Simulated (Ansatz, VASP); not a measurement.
**One calculation of TePb, two programs**

Contents of INCAR:

```
SYSTEM = TePb
ALGO     = Normal         ! electronic algorithm
EDIFF    = 1E-7           ! SCF threshold, eV
ENCUT    = 520            ! plane-wave cutoff, eV
GGA      = PE             ! functional
ISIF     = 2              ! what is computed and relaxed
ISMEAR   = -1             ! smearing method
LASPH    = .True.         ! aspherical terms in the spheres
LCHARG   = .False.        ! write CHGCAR
LREAL    = .False.        ! projectors in reciprocal space
LWAVE    = .False.        ! write WAVECAR
NBANDS   = 17             ! bands
NELM     = 100            ! most SCF steps
PREC     = Accurate       ! precision mode
SIGMA    = 0.08           ! smearing width, eV
```

File KPOINTS:

```
k-points
0
Gamma
  11 11 11
  0 0 0
```

The input POSCAR:

```
TePb
1.0
    0.0000000000      3.2053416293      3.2053416293
    3.2053416293      0.0000000000      3.2053416293
    3.2053416293      3.2053416293      0.0000000000
Te Pb
1 1
Direct
    0.5000000000      0.5000000000      0.5000000000
    0.0000000000      0.0000000000      0.0000000000
```

Input for Ansatz:

```yaml
crystal:
  lattice:
    - [0.0, 3.2053416293, 3.2053416293]
    - [3.2053416293, 0.0, 3.2053416293]
    - [3.2053416293, 3.2053416293, 0.0]
  atoms:
    - { symbol: Te, position: [0.5, 0.5, 0.5] }
    - { symbol: Pb, position: [0.0, 0.0, 0.0] }
kpoints:
  mp_grid: { grid: [11, 11, 11] }
scf:
  occupations: { method: fermi_dirac, width: 0.08 }
hamiltonian:
  xc: pbe
  pseudopotentials: { kind: all_electron, lapw: { basis_error: 0.001 } }
output:
  forces: true
  stress: true
  eigenvalues: true
```

Change from the starting cell: volume scaled by 0.98.

Alike in both runs: task single point; functional PBE; k mesh 11 × 11 × 11; occupations fermi-dirac, width 0.08 eV; no spin polarisation.

|  | VASP | Ansatz |
| --- | --- | --- |
| version | VASP 6.6.1 | Ansatz 0.2.0 |
| potentials or method | VASP PAW PBE potentials, release 64 (Te, Pb_d) | all-electron LAPW, scalar-relativistic |
| plane-wave cutoff (eV) | 520 | see its input |

```csv
,VASP,Ansatz,Ansatz less VASP
pressure (GPa),3.3,3.3,+0.05
```

Ansatz ran all-electron here, so the differences hold the error of VASP's frozen core and of both bases.

Spin-orbit coupling is left out, which matters for the levels of Pb, Te.
